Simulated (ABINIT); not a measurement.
# Sb (P-1) in ABINIT: convergence with pawecutdg

Aim: find how far pawecutdg must go before the results for Sb settle, at PBEsol. This setting moves, with any that are tied to it; all else stays.

Program: ABINIT 10.8.3 (patched build). These are calculated values, not measurements. Logs are shortened: lines on timing, memory, paths and dates and some standing lists are left out, and cuts for length are marked. The log counts tension as positive stress, the text compression.

## (1) The cell of the first run

The typed cell holds 1 atom: a = 3.184 Å, b = 3.138 Å, c = 3.164 Å, α = 92.05°, β = 92.86°, γ = 90.31°.

This isn't the form of Sb at room conditions, which is rhombohedral.

The cell isn't the ideal one: cell strained at random at fixed volume.

## (2) With pawecutdg 16 Ha

Input file run.abi:

```
# Pseudopotentials
pp_dirpath "./"
pseudos "Sb.GGA_PBE-JTH.xml"

# Structure
acell 3.1840659962 3.1377307053 3.1644181577 Angstrom
rprim
     0.9996859373    -0.0028758826    -0.0248948986
    -0.0029183511     0.9998334129    -0.0180174799
    -0.0250494707    -0.0178655276     0.9995265614
ntypat 1
znucl 51
natom 1
typat 1
xred
     0.0035030000     0.0030650000    -0.0217410000
chkprim 0
chksymtnons 0
tolsym 1.0e-6

# Plane-wave basis
ecut 16.0
pawecutdg 16.0
pawxcdev 0

# k points
kptopt 1
ngkpt 8 8 8
nshiftk 1
shiftk 0.0 0.0 0.0

# Exchange and correlation
ixc -116133

# Bands and occupations
nband 12
occopt 3
tsmear 0.00367493

# SCF cycle
nstep 100
tolvrs 1.0e-9

# Output
iomode 3
prtwf 0
prtden 0
prteig 0
prtebands 0
enunit 2
```

Potentials or basis: JTH PAW PBE v2.0.

Command:

```sh
> abinit run.abi > log 2>&1
```

run.abo:

```text
.Version 10.8.3 of ABINIT
 Symmetries : space group P-1 (#  2); Bravais aP (primitive triclinic)
================================================================================
 Values of the parameters that define the memory need of the present run
     intxc =       0    ionmov =       0      iscf =      17    lmnmax =      18
     lnmax =       6     mgfft =      24  mpssoang =       3    mqgrid =    3001
     natom =       1  nloc_mem =       2    nspden =       1   nspinor =       1
    nsppol =       1      nsym =       2    n1xccc =       1    ntypat =       1
    occopt =       3   xclevel =       2
       mpw =         666          nfft =       13824          nkpt =         260
 PAW method is used; the additional fine FFT grid is defined by:
   mgfftf=        24    nfftf =     13824
================================================================================
================================================================================

--------------------------------------------------------------------------------
------------- Echo of variables that govern the present computation ------------
--------------------------------------------------------------------------------
 -outvars: echo values of preprocessed input variables --------
            acell      6.0170126996E+00  5.9294516899E+00  5.9798836659E+00 Bohr
              amu      1.21753000E+02
          chkprim           0
      chksymtnons           0
             ecut      1.60000000E+01 Hartree
           enunit           2
                       outvar_i_n : Printing only first  50 k-points.
              ixc     -116133
                       outvar_i_n : Printing only first  50 k-points.
         kptrlatt        8    0    0      0    8    0      0    0    8
          kptrlen      4.74356135E+01
            natom           1
            nband          12
            ngfft          24      24      24
          ngfftdg          24      24      24
             nkpt         260
            nstep         100
             nsym           2
           ntypat           1
                       prtocc : prtvol=0, do not print more k-points.
           occopt           3
        pawecutdg      1.60000000E+01 Hartree
         pawxcdev           0
           prtden           0
        prtebands           0
           prteig           0
            prtwf           0
            rprim      9.9968593730E-01 -2.8758826000E-03 -2.4894898600E-02
                      -2.9183511000E-03  9.9983341290E-01 -1.8017479900E-02
                      -2.5049470700E-02 -1.7865527600E-02  9.9952656140E-01
          spgroup           2
           tolsym      1.00000000E-06
           tolvrs      1.00000000E-09
           tsmear      3.67493000E-03 Hartree
            typat      1
           useylm           1
                       outvars : Printing only first  50 k-points.
           xangst      1.2845557838E-02  1.0812571241E-02 -6.9215992731E-02
            xcart      2.4274586249E-02  2.0432798363E-02 -1.3079926979E-01
             xred      3.5030000000E-03  3.0650000000E-03 -2.1741000000E-02
            znucl       51.00000

================================================================================

[... 113 lines left out ...]

 ----iterations are completed or convergence reached----

 Mean square residual over all n,k,spin=   13.663E-08; max=  11.788E-05
 reduced coordinates (array xred) for    1 atoms
       0.003503000000      0.003065000000     -0.021741000000
 rms dE/dt=  0.0000E+00; max dE/dt=  0.0000E+00; dE/dt below (all hartree)
    1       0.000000000000      0.000000000000      0.000000000000

 cartesian coordinates (angstrom) at end:
    1      0.01284555783821     0.01081257124110    -0.06921599273107

 cartesian forces (hartree/bohr) at end:
    1     -0.00000000000000    -0.00000000000000    -0.00000000000000
 frms,max,avg= 0.0000000E+00 0.0000000E+00   0.000E+00  0.000E+00  0.000E+00 h/b

 cartesian forces (eV/Angstrom) at end:
    1     -0.00000000000000    -0.00000000000000    -0.00000000000000
 frms,max,avg= 0.0000000E+00 0.0000000E+00   0.000E+00  0.000E+00  0.000E+00 e/A
 length scales=  6.017012699634  5.929451689868  5.979883665903 bohr
              =  3.184065996200  3.137730705300  3.164418157700 angstroms
 Fermi (or HOMO) energy (hartree) =   0.21642   Average Vxc (hartree)=  -0.33896
 Eigenvalues (hartree) for nkpt= 260  k points:
 kpt#   1, nband= 12, wtk=  0.00195, kpt=  0.0000  0.0000  0.0000 (reduced coord)
  -0.84840   -0.84796   -0.84305   -0.84300   -0.84291   -0.22221    0.32411    0.33378
   0.34117    0.47520    0.48099    0.50641
      occupation numbers for kpt#   1
   2.00000    2.00000    2.00000    2.00000    2.00000    2.00000    0.00000    0.00000
   0.00000    0.00000    0.00000    0.00000
 prteigrs : prtvol=0 or 1, do not print more k-points.

 Fermi (or HOMO) energy (eV) =   5.88910   Average Vxc (eV)=  -9.22347
 Eigenvalues (   eV  ) for nkpt= 260  k points:
 kpt#   1, nband= 12, wtk=  0.00195, kpt=  0.0000  0.0000  0.0000 (reduced coord)
 -23.08625  -23.07426  -22.94049  -22.93918  -22.93666   -6.04674    8.81950    9.08251
   9.28359   12.93085   13.08852   13.78008
 prteigrs : prtvol=0 or 1, do not print more k-points.

--- !EnergyTerms
iteration_state     : {dtset: 1, }
comment             : Components of total free energy in Hartree
kinetic             :  4.09100201275908E+00
hartree             :  2.40159835970922E+01
xc                  : -2.32269393993195E+00
Ewald energy        : -5.34619918933054E+01
psp_core            :  1.80221617162280E+00
local_psp           : -7.25523368329076E+01
PAW spherical_terms :  1.58179350229572E+01
internal            : -8.26098858617136E+01
'-kT*entropy'       : -7.86908106360937E-04
total_energy        : -8.26106727698199E+01
total_energy_eV     : -2.24795092477992E+03
...

--- !EnergyTermsDC
iteration_state     : {dtset: 1, }
comment             : '"Double-counting" decomposition of free energy'
band_energy         : -8.27389707122006E+00
Ewald energy        : -5.34619918933054E+01
psp_core            :  1.80221617162280E+00
xc_dc               : -2.36935452952461E+01
PAW spherical_terms :  1.01734193495285E+00
internal            : -8.26098761531959E+01
'-kT*entropy'       : -7.86908106360937E-04
total_energy_dc     : -8.26106630613022E+01
total_energy_dc_eV  : -2.24795066059769E+03
...

--- !EnergyTermsWithPAWCore
iteration_state     : {dtset: 1, }
comment             : 'Components of total free energy, including PAW core contributions'
Total energy        : -6.47880165370430E+03
Total energy DC     : -6.47880164399578E+03
Total energy (eV)   : -1.76297174210048E+05
Total energy DC (eV): -1.76297173945866E+05
...

 Cartesian components of stress tensor (hartree/bohr^3)
  sigma(1 1)=  1.86546518E-04  sigma(3 2)= -7.32312751E-06
  sigma(2 2)=  1.36869437E-04  sigma(3 1)= -1.66076616E-05
  sigma(3 3)=  1.66376550E-04  sigma(2 1)=  2.16999889E-06

-Cartesian components of stress tensor (GPa)         [Pressure= -4.8034E+00 GPa]
- sigma(1 1)=  5.48838805E+00  sigma(3 2)= -2.15453850E-01
- sigma(2 2)=  4.02683786E+00  sigma(3 1)= -4.88614273E-01
- sigma(3 3)=  4.89496711E+00  sigma(2 1)=  6.38435714E-02

== END DATASET(S) ==============================================================
================================================================================

 -outvars: echo values of variables after computation  --------
            acell      6.0170126996E+00  5.9294516899E+00  5.9798836659E+00 Bohr
           etotal     -8.2610663061E+01
            fcart     -0.0000000000E+00 -0.0000000000E+00 -0.0000000000E+00
            rprim      9.9968593730E-01 -2.8758826000E-03 -2.4894898600E-02
                      -2.9183511000E-03  9.9983341290E-01 -1.8017479900E-02
                      -2.5049470700E-02 -1.7865527600E-02  9.9952656140E-01
           strten      1.8654651818E-04  1.3686943675E-04  1.6637655040E-04
                      -7.3231275126E-06 -1.6607661578E-05  2.1699988859E-06
           xangst      1.2845557838E-02  1.0812571241E-02 -6.9215992731E-02
             xred      3.5030000000E-03  3.0650000000E-03 -2.1741000000E-02
 Calculation completed.
```

It took 47 s on 1 thread of Arm Neoverse V1, shared host; peak memory 0.15 GiB.

What came out:

```
Free energy                                           : -2247.9507 eV
Pressure                                              : -4.8 GPa
Band gap on the k mesh                                : none (metal or under the smearing width)
Valence electrons inside the program's atomic spheres : Sb 12.37 (radii [1.2705] Å)
```

## (3) With pawecutdg 19.2

Edit run.abi of step 2 so:

```diff
@@ -22,3 +22,3 @@
 ecut 16.0
-pawecutdg 16.0
+pawecutdg 19.2
 pawxcdev 0
```

Potentials or basis: JTH PAW PBE v2.0.

Command:

```sh
> abinit run.abi > log 2>&1
```

Wall time 47 s (1 thread of Arm Neoverse V1, shared host); peak memory 0.15 GiB.

Results (log left out):

| Item | Value |
| --- | --- |
| Free energy | -2247.9508 eV |
| Pressure | -4.8 GPa |
| Band gap on the k mesh | none (metal or under the smearing width) |
| Valence electrons inside the program's atomic spheres | Sb 12.37 (radii [1.2705] Å) |

## (4) With pawecutdg 24

Edit run.abi of step 3 so:

```diff
@@ -22,3 +22,3 @@
 ecut 16.0
-pawecutdg 19.2
+pawecutdg 24.0
 pawxcdev 0
```

Command:

```sh
> abinit run.abi > log 2>&1
```

Wall time 47 s (1 thread of Arm Neoverse V1, shared host); peak memory 0.16 GiB.

Results (log left out):

```yaml
Free_energy: -2247.9508 eV
Pressure: -4.8 GPa
Band_gap_on_the_k_mesh: none (metal or under the smearing width)
Valence_electrons_inside_the_program's_atomic_spheres: Sb 12.36 (radii [1.2705] Å)
```

## (5) With pawecutdg 28.8

Edit run.abi of step 4 so:

```diff
@@ -22,3 +22,3 @@
 ecut 16.0
-pawecutdg 24.0
+pawecutdg 28.8
 pawxcdev 0
```

Command:

```sh
> abinit run.abi > log 2>&1
```

It took 47 s on 1 thread of Arm Neoverse V1, shared host; peak memory 0.16 GiB.

It converged, with:

| Property | Result |
| --- | --- |
| Free energy | -2247.9508 eV |
| Pressure | -4.8 GPa |
| Band gap on the k mesh | none (metal or under the smearing width) |
| Valence electrons inside the program's atomic spheres | Sb 12.36 (radii [1.2705] Å) |

## (6) With pawecutdg 35.2

Edit run.abi of step 5 so:

```diff
@@ -22,3 +22,3 @@
 ecut 16.0
-pawecutdg 28.8
+pawecutdg 35.2
 pawxcdev 0
```

Potentials or basis: JTH PAW PBE v2.0.

Command:

```sh
> abinit run.abi > log 2>&1
```

It took 48 s on 1 thread of Arm Neoverse V1, shared host; peak memory 0.16 GiB.

It converged, with:

| Property | Result |
| --- | --- |
| Free energy | -2247.9508 eV |
| Pressure | -4.8 GPa |
| Band gap on the k mesh | none (metal or under the smearing width) |
| Valence electrons inside the program's atomic spheres | Sb 12.37 (radii [1.2705] Å) |

## (7) With pawecutdg 43.2

Edit run.abi of step 6 so:

```diff
@@ -22,3 +22,3 @@
 ecut 16.0
-pawecutdg 35.2
+pawecutdg 43.2
 pawxcdev 0
```

Command:

```sh
> abinit run.abi > log 2>&1
```

Run time: 48 s. Hardware: 1 thread of Arm Neoverse V1, shared host; peak memory 0.16 GiB.

It converged, with:

| Item | Value |
| --- | --- |
| Free energy | -2247.9508 eV |
| Pressure | -4.8 GPa |
| Band gap on the k mesh | none (metal or under the smearing width) |
| Valence electrons inside the program's atomic spheres | Sb 12.37 (radii [1.2705] Å) |

## (8) With pawecutdg 52.8

Edit run.abi of step 7 so:

```diff
@@ -22,3 +22,3 @@
 ecut 16.0
-pawecutdg 43.2
+pawecutdg 52.8
 pawxcdev 0
```

Command:

```sh
> abinit run.abi > log 2>&1
```

It took 48 s on 1 thread of Arm Neoverse V1, shared host; peak memory 0.16 GiB.

Results (log left out):

```yaml
Free_energy: -2247.9508 eV
Pressure: -4.8 GPa
Band_gap_on_the_k_mesh: none (metal or under the smearing width)
Valence_electrons_inside_the_program's_atomic_spheres: Sb 12.36 (radii [1.2705] Å)
```

## (9) The series at a glance

```
pawecutdg  energy less the tightest run, at zero smearing (meV/atom)  SCF cycles  CPU time (s)  peak memory (GiB)
    16 Ha                                                       0.12          10            47               0.15
     19.2                                                      -0.05          10            47               0.15
       24                                                      -0.05          10            47               0.16
     28.8                                                      -0.04          10            47               0.16
     35.2                                                       0.02          10            48               0.16
     43.2                                                       0.01          10            48               0.16
     52.8                                                       0.00          10            48               0.16
```

Against the tightest run, the energy stays within 1 meV/atom from 16 Ha on. The tightest run that finished is the yardstick and may itself not be fully converged.

Caveats: the PAW data sets were made with another functional, which shifts forces and pressure a little.
